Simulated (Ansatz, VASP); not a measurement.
# Ru (free-standing triangular Ru monolayer, spacing 3.288 A): VASP beside Ansatz

Wanted: the spread between two codes on one cell, functional and k mesh. The cell is taken from a series of runs on this material, whose earlier steps may have relaxed, scaled, displaced or heated it; both programs get it as it stands.

Main program and level: Ansatz 0.2.0; plane waves, with VASP 6.6.1 beside it; single point at PBE.

## 1. The structure

The cell holds 1 atom: 1 Ru. Its edges and angles: a = 3.288 Å, b = 3.288 Å, c = 14.000 Å, α = 90.0°, β = 90.0°, γ = 120.0°. As first built, before any earlier steps moved the atoms (in the runner's words): model lattice. Vacuum lies along c.

## 2. Ansatz: single point, PBE, pair 1

Ansatz runs on its PAW soft_1 files.

With cell and atoms fixed, the geometry can't cause a difference; cores, projectors, grids and the points listed under the comparison can.

input.yaml reads:

```yaml
crystal:
  lattice:
    - [3.288, 0.0, 0.0]
    - [-1.644, 2.847492, 0.0]
    - [0.0, 0.0, 14.0]
  atoms:
    - { symbol: Ru, position: [0.0, 0.0, 0.5], spin: 1.591 }
magnetization:
  spin_polarized: true
  initial_magnetization: 1.591
  spin_locking: { lock_magnetization: hard }
kpoints:
  mp_grid: { grid: [19, 19, 1] }
hamiltonian:
  xc: pbe
  pseudopotentials: { kind: paw, azcp: { folder: soft_1 } }
scf:
  occupations: { method: fermi_dirac, width: 0.1 }
  max_iter: 120
  convergence: { dr2_threshold: 1.0e-08 }
  lower_state_search: "off"
basis:
  ecutwfc: 420.0
```

The run is started by

```bash
$ ansatz run input.yaml --threads 1 --pin off --max-ram 2560MiB --backend cpu --events-out ev --progress --plain --runs-dir out
```

Numbers of over 12 decimals in the logs are rounded to 6 here.

Log:

```text
Engine: ansatz 0.2.0, aarch64-unknown-linux-gnu
Pseudopotentials: kind: paw
Pseudopotential: Ru, paw, valence charge 16, recommended cutoff 420 eV (normal), soft_1/Ru.paw.azcp
Functional definition: PBE
  parameter kappa = 0.804
  parameter beta = 0.066725
  exchange = pbe_x(kappa = kappa, mu = beta*pi^2/3)
  correlation = pbe_c(beta = beta)
Crystal: 1 atoms, lattice volume = 131.076 Å³
Basis set: ecut = 420 eV, 2627 PW (Γ)
Bands: 13, of which v1, the nominal top of the filled ones, is band 8 counted from 1 (7 counted from 0)
Symmetry: 24 space group operations
Space group: P6/mmm (ITA 191), of the structure as read, at distance tolerance 5.1e-5 Å
Magnetic group: BNS 191.233 (UNI 1463), of the structure as read, at distance tolerance 5.1e-5 Å
k-points: 40 of 361
Non-local potential: Ru, projectors of the file, l = 0: 3, l = 1: 2, l = 2: 2, l = 3: 1
PAW form: soft (Blöchl's): semilocal exchange-correlation on the pseudo side does not see the compensation charge
PAW one-centre angular grid: Ru, 590 points (default); XC on 64 Gauss nodes
Initial density: superposition of atomic densities (neutral atoms: chi_scale 0, normalization atom)
Starting moments: Σ|m| = 1.591 μB on 1 of 1 site
Initial wavefunctions: pseudopotential atomic-orbital guess
Functional: x = pbe(κ = 0.804, μ = 0.219515), c = pbe(β = 0.066725)
SCF iter   1: F=—  HF=-5874.255004 eV  |F-HF|=—  |Δ(HF+E_count)|=         —  Δρ=1.86e-2 (↑1.86e-2 ↓1.31e-2)  dr2=8.33e-1  dr2_m=1.78e-1  M=1.591 μB ∫|m|=1.597 μB  β_m=0.30  ethr=3.10e-3  ⟨swp⟩=5.3  Hψ=5429  notcnv=0
preconditioner: auto → LDOS  [metal: Δε(μ)=0.013 eV  Ē_g=5.743 eV  σ=0.100 eV  W_gap=0.03  n_scr=8 (ndim 8)  ℏωp=9.2 eV  f_vac=0.677  D(μ)=5.10/eV (n_scr^D=52)]
spin=Collinear: LDOS preconditioning applied to the charge; magnetization (m = ρ↑ − ρ↓) channel mixes plain (no charge-response kernel on spin).
SCF iter   2: F=—  HF=-5874.202720 eV  |F-HF|=—  |Δ(HF+E_count)|=   5.23e-2  Δρ=1.25e-2 (↑1.25e-2 ↓1.07e-2)  dr2=3.85e-1  dr2_m=1.04e-1  M=1.591 μB ∫|m|=1.608 μB  β_m=0.65  ethr=3.10e-3  ⟨swp⟩=1.9  Hψ=1862  notcnv=0
SCF iter   3: F=—  HF=-5874.240634 eV  |F-HF|=—  |Δ(HF+E_count)|=   3.79e-2  Δρ=3.91e-3 (↑3.24e-3 ↓3.91e-3)  dr2=1.75e-2  dr2_m=1.00e-2  M=1.591 μB ∫|m|=1.673 μB  β_m=0.82  ethr=2.40e-3  ⟨swp⟩=2.2  Hψ=1824  notcnv=0
SCF iter   4: F=—  HF=-5874.266219 eV  |F-HF|=—  |Δ(HF+E_count)|=   2.56e-2  Δρ=1.98e-3 (↑4.91e-4 ↓1.98e-3)  dr2=3.09e-3  dr2_m=1.26e-3  M=1.591 μB ∫|m|=1.707 μB  β_m=0.91  ethr=1.09e-4  ⟨swp⟩=2.0  Hψ=2291  notcnv=0
SCF iter   5: F=—  HF=-5874.268277 eV  |F-HF|=—  |Δ(HF+E_count)|=   2.06e-3  Δρ=9.97e-4 (↑7.25e-4 ↓9.97e-4)  dr2=2.02e-3  dr2_m=4.46e-5  M=1.591 μB ∫|m|=1.714 μB  β_m=0.75  ethr=1.93e-5  ⟨swp⟩=2.1  Hψ=1965  notcnv=0
SCF iter   6: F=—  HF=-5874.267698 eV  |F-HF|=—  |Δ(HF+E_count)|=   5.79e-4  Δρ=1.25e-4 (↑1.11e-4 ↓1.25e-4)  dr2=5.23e-5  dr2_m=9.61e-6  M=1.591 μB ∫|m|=1.713 μB  β_m=0.88  ethr=1.26e-5  ⟨swp⟩=2.4  Hψ=1660  notcnv=0
SCF iter   7: F=—  HF=-5874.267730 eV  |F-HF|=—  |Δ(HF+E_count)|=   3.29e-5  Δρ=8.48e-5 (↑2.30e-5 ↓8.48e-5)  dr2=8.96e-6  dr2_m=1.81e-6  M=1.591 μB ∫|m|=1.711 μB  β_m=0.91  ethr=3.27e-7  ⟨swp⟩=2.1  Hψ=1382  notcnv=0
SCF iter   8: F=—  HF=-5874.267732 eV  |F-HF|=—  |Δ(HF+E_count)|=   1.09e-6  Δρ=1.69e-5 (↑1.48e-5 ↓1.69e-5)  dr2=9.92e-8  dr2_m=2.63e-7  M=1.591 μB ∫|m|=1.711 μB  β_m=0.95  ethr=5.60e-8  ⟨swp⟩=2.1  Hψ=1671  notcnv=0
SCF iter   9: F=—  HF=-5874.267732 eV  |F-HF|=—  |Δ(HF+E_count)|=   3.97e-7  Δρ=6.38e-6 (↑2.16e-6 ↓6.38e-6)  dr2=1.70e-8  dr2_m=1.75e-8  M=1.591 μB ∫|m|=1.711 μB  β_m=0.98  ethr=6.20e-10  ⟨swp⟩=2.1  Hψ=1839  notcnv=0
SCF iter  10: F=-5874.267732 eV  HF=-5874.267732 eV  |F-HF|=2.53e-10  |Δ(HF+E_count)|=   4.92e-8  Δρ=8.31e-7 (↑8.29e-7 ↓8.31e-7)  dr2=1.29e-9  dr2_m=5.54e-10  M=1.591 μB ∫|m|=1.711 μB  ethr=6.25e-11  ⟨swp⟩=3.0  Hψ=2521  notcnv=0
SCF 1 converged in 10 iterations: F = -5874.267732 eV  dr2 = 1.29e-9
  greatest PAW one-centre occupation: 0.999 electrons in one spin orbital (limit 2), on the Ru atom at site 0 (counted from 0), in its partial waves of l = 0
SCF converged after 10 iterations
Stability checked in part: among states of this total moment the steps that led to this state did not find it unstable. No probe was made; neither looks for a lower state of another moment (fixed_total_moment; see scf.lower_state_search)
Magnetization: 1.5910 μB (8.7955 up, 7.2045 down)
Absolute magnetization: 1.7110 μB (∫|ρ↑−ρ↓|, with the PAW one-centre terms)
Spin contamination: 0.1400 ħ² per cell (⟨S²⟩ above its minimum at these occupations)
Per-site moments (μB) at R_I (Å): [(1.523835, 1.356300)]
Free energy (F): -5874.267732 eV
Harris-Foulkes:  -5874.267732 eV  (|F-HF|=2.53e-10)
Internal energy: -5874.144553 eV  (E = F + TS)
E sigma→0 (E₀):  -5874.206142 eV
Entropy (-TS):   -0.123179 eV (-123.179 meV/atom)
Fermi energy:    -1.979476 (↑ -2.295377, ↓ -1.663575) eV
--- Per-component energies (eV) ---
  E_band       = -433.961576
  E_kinetic    = 451.059606
  E_local      = -6395.563391  (includes V_loc(G=0)·N_el)
  E_nonlocal   = 420.587290
  E_hartree    = 2792.514779
  E_xc         = -162.936870
  E_vxc        = -205.177648  (∫ρ·V_xc dr)
  E_paw        = -3504.072489  (= ΣΔE_a)
  E_vpaw       = -289.900397  (= ΣTr[D̂ρ^β])
  E_aug_tail   = 0.000667  (compensation charges beyond the density's cutoff)
  E_ewald      = 524.265855
  E_smearing   = -0.123179  (= −TS)
  E_closure    = -0.000000  (closes the sum)
  Σ components = -5874.267732   (vs F -5874.267732, Δ=0.00e0)
```

## 3. VASP: single point, PBE, pair 1

The same cell, functional, mesh and smearing now go to VASP, with its own data sets.

Lines of VASP's logs that name or quote its potential files are left out, and so is its time.

INCAR reads:

```
SYSTEM = Ru
PREC = Accurate
ENCUT = 400
EDIFF = 1E-06
NELM = 200
ISMEAR = -1
SIGMA = 0.1
LREAL = .FALSE.
ALGO = Normal
GGA = PE
NBANDS = 14
ISPIN = 2
MAGMOM = 1.52
LASPH = .TRUE.
LMAXMIX = 4
LORBIT = 11
LWAVE = .FALSE.
LCHARG = .FALSE.
ISIF = 2
NUPDOWN = 1.591
GGA_COMPAT = .FALSE.
KPAR = 2
```

POSCAR reads:

```
Ru
1.0
    3.2880000000      0.0000000000      0.0000000000
   -1.6440000000      2.8474920000      0.0000000000
    0.0000000000      0.0000000000     14.0000000000
Ru
1
Direct
    0.0000000000      0.0000000000      0.5000000000
```

KPOINTS reads:

```
Automatic mesh
0
Gamma
19 19 1
0 0 0
```

PAW data sets: Ru_pv (PBE family, release 64).

The run is started by

```bash
$ mpirun -np 2 vasp_std
```

Log:

```text
[banner, memory and clock lines left out]
running    2 mpi-ranks, on    1 nodes
 distrk:  each k-point on    1 cores,    2 groups
 distr:  one band on    1 cores,    1 groups

 POSCAR found type information on POSCAR Ru
 POSCAR found :  1 types and       1 ions
 LDA part: xc-table for (Slater+PW92), standard interpolation
 POSCAR, INCAR and KPOINTS ok, starting setup
 FFT: planning ... GRIDC
 FFT: planning ... GRID_SOFT
 FFT: planning ... GRID
 WAVECAR not read
 entering main loop
       N       E                     dE             d eps       ncg     rms          rms(c)
DAV:   1     0.425568651294E+02    0.42557E+02   -0.67851E+03  2952   0.591E+02
DAV:   2    -0.367491483488E+01   -0.46232E+02   -0.42371E+02  2692   0.155E+02
DAV:   3    -0.476253942334E+01   -0.10876E+01   -0.10431E+01  2546   0.210E+01
DAV:   4    -0.477933613437E+01   -0.16797E-01   -0.16783E-01  3276   0.237E+00
DAV:   5    -0.477947032576E+01   -0.13419E-03   -0.13418E-03  2742   0.183E-01    0.341E+00
DAV:   6    -0.476435140218E+01    0.15119E-01   -0.12484E+00  2354   0.775E+00    0.174E+00
DAV:   7    -0.477150079132E+01   -0.71494E-02   -0.73989E-02  2614   0.198E+00    0.937E-01
DAV:   8    -0.477390487903E+01   -0.24041E-02   -0.15343E-02  2502   0.730E-01    0.605E-01
DAV:   9    -0.477436657453E+01   -0.46170E-03   -0.44318E-03  2648   0.407E-01    0.293E-01
DAV:  10    -0.477338515640E+01    0.98142E-03   -0.10731E-03  2324   0.225E-01    0.897E-02
DAV:  11    -0.477439944246E+01   -0.10143E-02   -0.13913E-04  2368   0.851E-02    0.434E-02
DAV:  12    -0.477426149254E+01    0.13795E-03   -0.10658E-04  2404   0.633E-02    0.266E-02
DAV:  13    -0.477411627283E+01    0.14522E-03   -0.57733E-05  2324   0.464E-02    0.190E-02
DAV:  14    -0.477404555722E+01    0.70716E-04   -0.53690E-05  2276   0.457E-02    0.126E-02
DAV:  15    -0.477412617115E+01   -0.80614E-04   -0.96935E-06  2270   0.180E-02    0.894E-03
DAV:  16    -0.477418119772E+01   -0.55027E-04   -0.22807E-05  2396   0.207E-02    0.460E-03
DAV:  17    -0.477426666936E+01   -0.85472E-04   -0.56308E-06  2396   0.138E-02    0.324E-03
DAV:  18    -0.477431894907E+01   -0.52280E-04   -0.25230E-06  2188   0.862E-03    0.198E-03
DAV:  19    -0.477435025017E+01   -0.31301E-04   -0.10331E-06  2096   0.466E-03    0.106E-03
DAV:  20    -0.477436491386E+01   -0.14664E-04   -0.51139E-07  1940   0.290E-03    0.609E-04
DAV:  21    -0.477437415843E+01   -0.92446E-05   -0.49687E-07  1974   0.261E-03    0.186E-04
DAV:  22    -0.477437539575E+01   -0.12373E-05   -0.47236E-08  1702   0.105E-03    0.839E-05
DAV:  23    -0.477437574240E+01   -0.34665E-06   -0.15153E-08  1666   0.644E-04
   1 F= -.47743757E+01 E0= -.47126489E+01  d E =-.123454E+00  mag=     1.5910
```

(Part 1 of 2 ends here.)

[Lines on the potential files, build, host, timing and source positions are cut from VASP's logs without a mark.]

[Logs are printed without paths, hosts, clocks, repeated set-up lines and the standing remarks that a program may print on its own settings, such as how far it seeks lower states.]

[Hosts, paths, dates, database ids (printed as entryN), source tags and the programs' standing remarks are cut or masked in the printed files.]
